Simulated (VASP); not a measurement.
# H (I4/mmm) in VASP: notebook

One crystal, H, is run at these levels: PBE, r2SCAN; tasks: single point, relaxation of cell and atoms.

Everything below comes from runs of VASP 6.6.1. Logs are shortened: lines on timing, memory, paths and dates and some standing lists are left out, and cuts for length are marked.

**1. The structure**

Symmetry: I4/mmm, No. 139, tetragonal system. Conventional cell: a = 3.710 Å, b = 3.710 Å, c = 4.571 Å, α = 90.00°, β = 90.00°, γ = 90.00°. Around H (site symmetry 4mm) lie 1 H at 0.75 Å.

**2. Single point, PBE**

Contents of INCAR:

```
SYSTEM = H
PREC = Accurate
ENCUT = 520
EDIFF = 1E-6
ISMEAR = 0
SIGMA = 0.02
LREAL = .FALSE.
LASPH = .TRUE.
NELM = 80
ALGO = Fast
ISIF = 2
LWAVE = .FALSE.
LCHARG = .TRUE.
GGA = PE
LELF = .TRUE.
LVHAR = .TRUE.
NBANDS = 8
```

Contents of KPOINTS:

```
Automatic mesh
0
G
  10 10 10
  0 0 0
```

Contents of POSCAR:

```
H
1.0
   -1.8548681235      1.8548681235      2.2855637461
    1.8548681235     -1.8548681235      2.2855637461
    1.8548681235      1.8548681235     -2.2855637461
H
2
Direct
    0.9178910701      0.9178910701      0.0000000000
    0.0821089299      0.0821089299      0.0000000000
```

Potentials or basis: VASP PAW PBE potentials, release 64 (H).

Launch:

```sh
$ cat potpaw_PBE.64/H/POTCAR > POTCAR
$ mpirun -np 1 vasp_std > vasp.out
```

OUTCAR:

```text
SYSTEM = H
   PREC = Accurate
   ENCUT = 520
   EDIFF = 1E-6
   ISMEAR = 0
   LREAL = .FALSE.
   LASPH = .TRUE.
   NELM = 80
   ISIF = 2
   GGA = PE

 ion  position               nearest neighbor table
   1  0.918  0.918  0.000-   2 0.75
   2  0.082  0.082  0.000-   1 0.75

  LATTYP: Found a body centered tetragonal cell.
 ALAT       =     3.7097362470
 C/A-ratio  =     1.2321974361

  Lattice vectors:

 A1 = (  -1.8548681235,   1.8548681235,   2.2855637461)
 A2 = (   1.8548681235,  -1.8548681235,   2.2855637461)
 A3 = (   1.8548681235,   1.8548681235,  -2.2855637461)

Analysis of symmetry for initial positions (statically):
=====================================================================
 Subroutine PRICEL returns:
 Original cell was already a primitive cell.

 Routine SETGRP: Setting up the symmetry group for a
 body centered tetragonal supercell.

 Subroutine GETGRP returns: Found 16 space group operations
 (whereof 16 operations were pure point group operations)
 out of a pool of 16 trial point group operations.

The static configuration has the point symmetry D_4h.

Analysis of symmetry for dynamics (positions and initial velocities):
=====================================================================
 Subroutine PRICEL returns:
 Original cell was already a primitive cell.

 Routine SETGRP: Setting up the symmetry group for a
 body centered tetragonal supercell.

 Subroutine GETGRP returns: Found 16 space group operations
 (whereof 16 operations were pure point group operations)
 out of a pool of 16 trial point group operations.

The dynamic configuration has the point symmetry D_4h.

 Subroutine INISYM returns: Found 16 space group operations
 (whereof 16 operations are pure point group operations),
 and found     1 'primitive' translations

----------------------------------------------------------------------------------------

                                     Primitive cell

  volume of cell :      31.4543

  direct lattice vectors                    reciprocal lattice vectors
    -1.854868123  1.854868123  2.285563746     0.000000000  0.269560943  0.218764408
     1.854868123 -1.854868123  2.285563746     0.269560943  0.000000000  0.218764408
     1.854868123  1.854868123 -2.285563746     0.269560943  0.269560943  0.000000000

  length of vectors
     3.479205822  3.479205822  3.479205822     0.347161300  0.347161300  0.381216741

  position of ions in fractional coordinates (direct lattice)
     0.917891070  0.917891070  0.000000000
     0.082108930  0.082108930  0.000000000

  ion indices of the primitive-cell ions
   primitive index   ion index
                 1           1
                 2           2

----------------------------------------------------------------------------------------

 KPOINTS: Automatic mesh

Automatic generation of k-mesh.
 Grid dimensions read from file:
 generate k-points for:   10   10   10

 Generating k-lattice:

  Cartesian coordinates                     Fractional coordinates (reciprocal lattice)
     0.000000000  0.026956094  0.021876441     0.100000000  0.000000000 -0.000000000
     0.026956094  0.000000000  0.021876441     0.000000000  0.100000000 -0.000000000
     0.026956094  0.026956094  0.000000000     0.000000000  0.000000000  0.100000000

  Length of vectors
     0.034716130  0.034716130  0.038121674

  Shift w.r.t. Gamma in fractional coordinates (k-lattice)
     0.000000000  0.000000000  0.000000000

 Subroutine IBZKPT returns following result:
 ===========================================

 Found    102 irreducible k-points:

 Following reciprocal coordinates:
            Coordinates               Weight
  0.000000  0.000000  0.000000      1.000000
  0.100000  0.000000  0.000000      8.000000
  0.200000  0.000000  0.000000      8.000000
  0.300000  0.000000  0.000000      8.000000
  0.400000  0.000000 -0.000000      8.000000
  0.500000  0.000000 -0.000000      4.000000
[... 16 lines left out ...]
  0.300000  0.300000  0.000000      8.000000
  0.400000  0.300000  0.000000     16.000000
 [... further k-points ...]
   k-points           NKPTS =    102   k-points in BZ     NKDIM =    102   number of bands    NBANDS=      8
   number of dos      NEDOS =    301   number of ions     NIONS =      2
   total plane-waves  NPLWV =  21952
   dimension x,y,z NGX =    28 NGY =   28 NGZ =   28
   dimension x,y,z NGXF=    56 NGYF=   56 NGZF=   56
   ions per type =               2
   NGX,Y,Z   is equivalent  to a cutoff of  13.38, 13.38, 13.38 a.u.
   NGXF,Y,Z  is equivalent  to a cutoff of  26.76, 26.76, 26.76 a.u.
 SYSTEM =  H
   PREC   = accura    normal or accurate (medium, high low for compatibility)
   ISTART =      0    job   : 0-new  1-cont  2-samecut
   ICHARG =      2    charge: 1-file 2-atom 10-const
   ISPIN  =      1    spin polarized calculation?
   LNONCOLLINEAR =      F non collinear calculations
   LSORBIT =      F    spin-orbit coupling
   LASPH  =      T    aspherical Exc in radial PAW
   ENCUT  =  520.0 eV  38.22 Ry    6.18 a.u.   6.47  6.47  6.47*2*pi/ulx,y,z
   NELM   =     80;   NELMIN=  2; NELMDL= -5     # of ELM steps
   EDIFF  = 0.1E-05   stopping-criterion for ELM
   LREAL  =      F    real-space projection
   EDIFFG = 0.1E-04   stopping-criterion for IOM
   NSW    =      0    number of steps for IOM
   IBRION =     -1    ionic relax: 0-MD 1-quasi-New 2-CG
   NFREE  =      0    steps in history (QN), initial steepest desc. (CG)
   ISIF   =      2    stress and relaxation
   ISYM   =      2    0-nonsym 1-usesym 2-fastsym
   POTIM  = 0.5000    time-step for ionic-motion
   TEBEG  =    0.0;   TEEND  =   0.0 temperature during run
   PSTRESS=    0.0 pullay stress
   NELECT =       2.0000    total number of electrons
   NUPDOWN=      -1.0000    fix difference up-down
   EMIN   =  10.00;   EMAX   =-10.00  energy-range for DOS
   EFERMI =   0.00;   METHOD = LEGACY
   ISMEAR =     0;   SIGMA  =   0.02  broadening in eV -4-tet -1-fermi 0-gaus
   EFERMI_NEDOS =   21; number of points for ismear=-14 and -15
   IALGO  =     68    algorithm
   IMIX   =      4    mixing-type and parameters
     AMIX     =   0.40;   BMIX     =  1.00
     AMIX_MAG =   1.60;   BMIX_MAG =  1.00
  volume/ion in A,a.u.               =      15.73       106.13
  Fermi-wavevector in a.u.,A,eV,Ry     =   0.653419  1.234783  5.809093  0.426956
  Thomas-Fermi vector in A             =   1.723653
   LORBIT       =      0    0 simple, 1 ext, 2 COOP (PROOUT), +10 PAW based schemes
   GGA     = PE    functional components
   LHFCALC =     F    Hartree Fock is set to
   AEXX    =    0.0000 exact exchange contribution
   IVDW    =     0    specifies the selected vdW correction
   LEPSILON=     F    determine dielectric tensor
   LRPA    =     F    only Hartree local field effects (RPA)
 non-spin polarized calculation
 RMM-DIIS sequential band-by-band and
 Gauss-broadening in eV      SIGMA  =   0.02
  energy-cutoff  :      520.00
  volume of cell :       31.45
 maximum number of plane-waves:       864
 NGX is ok and might be reduce to    28
   NGX = 13   NGY = 13   NGZ = 13

 number of electron       2.0000000 magnetization

 Free energy of the ion-electron system (eV)
  ---------------------------------------------------
  ext. energy  EPLUGINS =         0.00000000
  ---------------------------------------------------
  free energy    TOTEN  =        -6.78984482 eV

  energy without entropy =       -6.78984482  energy(sigma->0) =       -6.78984482

 E-fermi :  -8.6547     XC(G=0):  -4.6576

 val. band max:       -8.8258498481   @ k =   0.5000   0.5000   0.5000
 cond. band min:       0.4480063296   @ k =   0.5000   0.0000  -0.0000
 fundamental gap:      9.2738561776
 Fermi energy:        -8.6546904286

 k-point     1 :       0.0000    0.0000    0.0000
  band No.  band energies     occupation
      1     -10.2380      2.00000
      2       3.2990      0.00000
      3       6.8717      0.00000
      4      12.2431      0.00000
      5      12.2431      0.00000
      6      14.2316      0.00000
      7      14.2316      0.00000
      8      15.4077      0.00000

 k-point     2 :       0.1000    0.0000    0.0000
  band No.  band energies     occupation
      1     -10.1605      2.00000
      2       2.9762      0.00000
      3       6.9891      0.00000
      4      11.3372      0.00000
      5      11.6732      0.00000
      6      14.2626      0.00000
      7      14.7436      0.00000
      8      15.1932      0.00000

 k-point     3 :       0.2000    0.0000    0.0000
  band No.  band energies     occupation
      1      -9.9475      2.00000
      2       2.2192      0.00000
      3       7.1531      0.00000
      4       9.7926      0.00000
      5      10.8560      0.00000
      6      14.2209      0.00000
      7      14.7996      0.00000
      8      15.2095      0.00000

 k-point     4 :       0.3000    0.0000    0.0000
  band No.  band energies     occupation
      1      -9.6607      2.00000
      2       1.3670      0.00000
      3       7.0931      0.00000
      4       8.7476      0.00000
      5      10.2388      0.00000
      6      13.2546      0.00000
      7      14.1901      0.00000
      8      16.1503      0.00000

 k-point     5 :       0.4000    0.0000   -0.0000
  band No.  band energies     occupation
      1      -9.4049      2.00000
      2       0.7014      0.00000
      3       6.8021      0.00000
      4       8.3633      0.00000
      5       9.8736      0.00000
      6      12.6083      0.00000
      7      14.0393      0.00000
      8      15.2559      0.00000
[... 177 lines left out ...]
 k-point    22 :      -0.2000    0.2000    0.0000
  band No.  band energies     occupation
      1      -9.9003      2.00000
      2       2.6716      0.00000
      3       5.7992      0.00000
      4      10.3177      0.00000
      5      10.8378      0.00000
      6      11.4806      0.00000
      7      14.3193      0.00000
      8      16.6685      0.00000

 k-point    23 :       0.3000    0.3000    0.0000
  band No.  band energies     occupation
      1      -9.1758      2.00000
      2       1.2418      0.00000
      3       3.9265      0.00000
      4       7.5832      0.00000
      5       9.4346      0.00000
      6      13.7889      0.00000
      7      16.2906      0.00000
      8      16.9325      0.00000

 k-point    24 :       0.4000    0.3000    0.0000
  band No.  band energies     occupation
      1      -9.1366      2.00000
      2       1.6977      0.00000
      3       3.3336      0.00000
      4       7.3526      0.00000
      5       8.6337      0.00000
      6      14.4711      0.00000
      7      15.9189      0.00000
      8      17.4811      0.00000

 [... further k-points ...]

------------------------ aborting loop because EDIFF is reached ----------------------------------------

  FORCE on cell =-STRESS in cart. coord.  units (eV):
  Direction    XX          YY          ZZ          XY          YZ          ZX
  --------------------------------------------------------------------------------------
  -------------------------------------------------------------------------------------
  Total       -0.0268472     -0.0268472     -0.0384291      0.0000000      0.0000000      0.0000000
  in kB       -1.3675068     -1.3675068     -1.9574535      0.0000000      0.0000000      0.0000000
  external PRESSURE =      -1.5641557 kB  Pullay stress =       0.0000000 kB

 VOLUME and BASIS-vectors are now :
 -----------------------------------------------------------------------------
  energy-cutoff  :      520.00
  volume of cell :       31.45
      direct lattice vectors                 reciprocal lattice vectors
    -1.854868123  1.854868123  2.285563746     0.000000000  0.269560943  0.218764408
     1.854868123 -1.854868123  2.285563746     0.269560943  0.000000000  0.218764408
     1.854868123  1.854868123 -2.285563746     0.269560943  0.269560943  0.000000000

 POSITION                                       TOTAL-FORCE (eV/Angst)
 -----------------------------------------------------------------------------------
      0.00000      0.00000      4.19580        -0.000000     -0.000000      0.009613
      0.00000      0.00000      0.37533         0.000000      0.000000     -0.009613
 -----------------------------------------------------------------------------------
    total drift:                               -0.000000     -0.000000      0.000000

  FREE ENERGIE OF THE ION-ELECTRON SYSTEM (eV)
  ---------------------------------------------------
  free  energy   TOTEN  =        -6.7898448225 eV

  energy  without entropy=       -6.7898448225  energy(sigma->0) =       -6.78984482
```

Wall time 16 s (1 thread of Intel Xeon Platinum 8488C (Sapphire Rapids), shared host); peak memory 0.15 GiB.

What came out:

```yaml
Free_energy: -6.7898 eV
Pressure: -0.2 GPa
Largest_force: 0.010 eV/Å
Band_gap_on_the_k_mesh: 9.27 eV, indirect (least direct gap 9.75 eV)
```

Forces in eV/Å, atoms in the order of the input:
```
H    0.000  0.000  0.010
H    0.000  0.000 -0.010
```

A k mesh can miss the band edges. PBE gaps usually lie below the measured ones, often by a third to a half.

**3. Relaxation of cell and atoms, PBE**

This run uses another cell than the first one, of 11.78 Å³/atom, 0.749 times its volume.

Contents of INCAR:

```
SYSTEM = H
  PREC = Accurate
  ENCUT = 600
  EDIFF = 1E-7
  ISMEAR = 0
  SIGMA = 0.02
  LREAL = .False.
  LASPH = .True.
  NELM = 60
  ALGO = Fast
  ISIF = 3
  LWAVE = .False.
  LCHARG = .False.
  GGA = PE
  IBRION = 2
  NSW = 100
  EDIFFG = -0.005
```

Contents of KPOINTS:

```
regular mesh
0
Gamma
  10 10 10
  0 0 0
```

Contents of POSCAR:

```
H
1.0
   -1.6915344700      1.6915344700      2.0584739900
    1.6915344700     -1.6915344700      2.0584739900
    1.6915344700      1.6915344700     -2.0584739900
H
2
Direct
    0.9098622900      0.9098622900      0.0000000000
    0.0901377100      0.0901377100      0.0000000000
```

Potentials or basis: VASP PAW PBE potentials, release 64 (H).

Launch:

```sh
$ cat potpaw_PBE.64/H/POTCAR > POTCAR
$ mpirun -np 1 vasp_std > vasp.out
```

Run time: 44 s. Hardware: 1 thread of Intel Xeon Platinum 8488C (Sapphire Rapids), shared host; peak memory 0.15 GiB.

Results (log left out):

* Free energy: -6.7876 eV
* Relaxed volume: 13.48 Å³/atom
* Relaxed cell: a = 3.301 Å, b = 3.301 Å, c = 3.301 Å, α = 115.19°, β = 115.19°, γ = 98.55°
* Space group after relaxing (to 0.05 Å): I4/mmm (No. 139)
* Energy gained by relaxing: 2.3 meV/atom
* Ionic steps: 9
* Pressure after relaxing: 0.0 GPa
* Largest force after relaxing: 0.004 eV/Å
* Band gap on the k mesh: 9.07 eV, indirect (least direct gap 9.71 eV)

Forces in eV/Å, atoms in the order of the input:
```
H    0.000  0.000  0.004
H    0.000  0.000 -0.004
```

The path:
| step | energy change (eV) | largest force (eV/Å) | pressure (GPa) | volume (Å³) |
| --- | --- | --- | --- | --- |
| 1 | 0.0000 | 0.2574 | 0.75 | 23.56 |
| 2 | 0.0067 | 0.7083 | -0.89 | 23.75 |
| 3 | -0.0010 | 0.0169 | 0.30 | 23.61 |
| 4 | -0.0010 | 0.0118 | 0.31 | 23.61 |
| 5 | -0.0012 | 0.0124 | 0.30 | 23.68 |
| 6 | -0.0016 | 0.0138 | 0.28 | 23.89 |
| 7 | -0.0023 | 0.0159 | 0.24 | 24.31 |
| 8 | -0.0035 | 0.0154 | 0.15 | 25.17 |
| 9 | -0.0047 | 0.0036 | 0.04 | 26.95 |

Final structure:
```
CELL_PARAMETERS angstrom
-1.76889 1.76889 2.15343
1.76889 -1.76889 2.15343
1.76889 1.76889 -2.15343
ATOMIC_POSITIONS crystal
H 0.91292 0.91292 0.00000
H 0.08708 0.08708 0.00000
```

Levels at points of the mesh, in eV from the valence-band top:
```tsv
k point	band 1	band 2	band 3	band 4	band 5
(0.00, 0.00, 0.00)	-1.89	12.85	16.33	22.31	22.31
(0.50, 0.00, 0.00)	-0.64	9.07	16.22	17.93	19.42
(0.50, 0.50, 0.00)	-0.47	10.71	13.64	15.68	18.26
(0.50, 0.50, 0.50)	0.00	10.13	15.20	15.66	15.66
```

A k mesh can miss the band edges. As with any semilocal functional, this PBE gap is likely too small.

[end of part 1 of 2]
